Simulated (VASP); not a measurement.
## TePb in VASP 6.6.1, single-point calculation

INCAR

```
ENCUT = 520
SIGMA = 0.02
ISMEAR = -1
LCHARG = .FALSE.
ISIF = 2
LWAVE = .FALSE.
NBANDS = 17
EDIFF = 1E-7
PREC = Accurate
IBRION = -1
NELM = 120
GGA = PE
LREAL = Auto
LASPH = .TRUE.
NSW = 0
```

KPOINTS

```
KPOINTS created by Atomic Simulation Environment
0
Gamma
8 8 8
0 0 0
```

POSCAR

```
Pb Te
 1.0000000000000000
    -0.0000000000000000    3.2678368440065522    3.2678368440065522
     3.2678368440065522   -0.0000000000000000    3.2678368440065522
     3.2678368440065522    3.2678368440065522    0.0000000000000000
 Pb  Te
   1   1
Cartesian
  0.0000000000000000  0.0000000000000000  0.0000000000000000
  3.2678368440065522  3.2678368440065522  3.2678368440065522
```

The recommended PBE PAW datasets give the neutral cell 20 valence electrons.

Command

```
mpirun -np 1 vasp_std
```

OSZICAR

```
N       E                     dE             d eps       ncg     rms          rms(c)
DAV:   1     0.150553314868E+03    0.15055E+03   -0.90872E+03   986   0.113E+03
DAV:   2     0.249556578541E+01   -0.14806E+03   -0.14333E+03  1047   0.288E+02
DAV:   3    -0.738845844543E+01   -0.98840E+01   -0.98330E+01  1249   0.824E+01
DAV:   4    -0.764924402626E+01   -0.26079E+00   -0.26066E+00  1254   0.150E+01
DAV:   5    -0.765882688076E+01   -0.95829E-02   -0.95826E-02  1409   0.255E+00    0.308E+00
DAV:   6    -0.752324703839E+01    0.13558E+00   -0.30384E-01  1420   0.372E+00    0.189E+00
DAV:   7    -0.751968791820E+01    0.35591E-02   -0.87357E-02  1221   0.139E+00    0.906E-01
DAV:   8    -0.752192959443E+01   -0.22417E-02   -0.10369E-02  1178   0.102E+00    0.149E-01
DAV:   9    -0.752173001254E+01    0.19958E-03   -0.15216E-03  1478   0.401E-01    0.645E-02
DAV:  10    -0.752177384606E+01   -0.43834E-04   -0.16269E-04  1143   0.904E-02    0.201E-02
DAV:  11    -0.752177973210E+01   -0.58860E-05   -0.34530E-05  1373   0.460E-02    0.128E-02
DAV:  12    -0.752177982437E+01   -0.92270E-07   -0.19086E-06  1244   0.112E-02    0.984E-03
DAV:  13    -0.752177930829E+01    0.51608E-06   -0.71418E-07  1196   0.633E-03    0.295E-03
DAV:  14    -0.752177935156E+01   -0.43269E-07   -0.28190E-07  1044   0.394E-03
   1 F= -.75217794E+01 E0= -.75217794E+01  d E =-.255518E-10
```

From OUTCAR

```
k-points           NKPTS =     29   k-points in BZ     NKDIM =     29   number of bands    NBANDS=     17

   NELECT =      20.0000    total number of electrons

   dimension x,y,z NGX =    36 NGY =   36 NGZ =   36
   dimension x,y,z NGXF=    72 NGYF=   72 NGZF=   72

  energy-cutoff  :      520.00
  volume of cell :       69.79
      direct lattice vectors                 reciprocal lattice vectors
     0.000000000  3.267836844  3.267836844    -0.153006415  0.153006415  0.153006415
     3.267836844  0.000000000  3.267836844     0.153006415 -0.153006415  0.153006415
     3.267836844  3.267836844  0.000000000     0.153006415  0.153006415 -0.153006415

 k-points in reciprocal lattice and weights: KPOINTS created by Atomic Simulation Env
   0.00000000  0.00000000  0.00000000       0.002
   0.12500000  0.00000000  0.00000000       0.016
   0.25000000  0.00000000  0.00000000       0.016
   0.37500000  0.00000000  0.00000000       0.016
   0.50000000  0.00000000  0.00000000       0.008
   0.12500000  0.12500000  0.00000000       0.012
   0.25000000  0.12500000  0.00000000       0.047
   0.37500000  0.12500000  0.00000000       0.047
   ...

 E-fermi :   5.5942

 k-point     1 :       0.0000    0.0000    0.0000
  band No.  band energies     occupation
      1     -11.4780      2.00000
      2     -11.4780      2.00000
      3     -11.4713      2.00000
      4     -11.4713      2.00000
      5     -11.4713      2.00000
      6      -6.5497      2.00000
      7      -0.4881      2.00000
      8       3.9740      2.00000
      9       3.9740      2.00000
     10       3.9740      2.00000
     11       9.2306      0.00000
     12       9.2306      0.00000
     13       9.2306      0.00000
     14      11.0664      0.00000
     15      11.0664      0.00000
     16      11.0664      0.00000
     17      12.6647      0.00000

 k-point     2 :       0.1250    0.0000    0.0000
  band No.  band energies     occupation
      1     -11.4796      2.00000
      2     -11.4796      2.00000
      3     -11.4709      2.00000
      4     -11.4694      2.00000
      5     -11.4694      2.00000
      6      -6.4222      2.00000
      7      -0.8764      2.00000
      8       4.0122      2.00000
      9       4.0122      2.00000
     10       4.1815      2.00000
     11       8.4820      0.00000
     12       8.6657      0.00000
     13       8.6657      0.00000
     14      10.9159      0.00000
     15      11.3512      0.00000
     16      11.3512      0.00000
     17      13.5738      0.00000

 k-point     3 :       0.2500    0.0000    0.0000
  band No.  band energies     occupation
      1     -11.4840      2.00000
      2     -11.4840      2.00000
      3     -11.4701      2.00000
      4     -11.4641      2.00000
      5     -11.4641      2.00000
      6      -6.0565      2.00000
      7      -1.7684      2.00000
      8       4.1304      2.00000
      9       4.1304      2.00000
     10       4.5808      2.00000
     11       7.3334      0.00000
     12       7.6796      0.00000
     13       7.6796      0.00000
     14      11.2124      0.00000
     15      12.1303      0.00000
     16      12.1303      0.00000
     17      15.3437      0.00000

 ...

  Total        0.2381307      0.2381307      0.2381307     -0.0000000      0.0000000      0.0000000
  in kB        5.4665704      5.4665704      5.4665704     -0.0000000      0.0000000      0.0000000
  external PRESSURE =       5.4665704 kB  Pullay stress =       0.0000000 kB

 POSITION                                       TOTAL-FORCE (eV/Angst)
 -----------------------------------------------------------------------------------
      0.00000      0.00000      0.00000        -0.000000      0.000000      0.000000
      3.26784      3.26784      3.26784         0.000000      0.000000     -0.000000
 -----------------------------------------------------------------------------------
    total drift:                               -0.000000      0.000000      0.000000

  FREE ENERGIE OF THE ION-ELECTRON SYSTEM (eV)
  ---------------------------------------------------
  free  energy   TOTEN  =        -7.5217793516 eV

  energy  without entropy=       -7.5217793515  energy(sigma->0) =       -7.52177935
```

It converged. Results: gap between bands v and c on the k mesh 0.80 eV; least direct gap on the k mesh 0.80 eV; pressure 0.5 GPa. Band v is the last that the valence electrons fill when counted band by band, and c is the next.

For comparison, a separate PBE run of the intended cell, on usual settings and not on those above, gives a gap of 0.80 eV on its mesh and a pressure of 0.6 GPa.

The run above took about 60 s on one core of a shared host (Intel Xeon Platinum 8488C) and held 0.2 GiB at most.
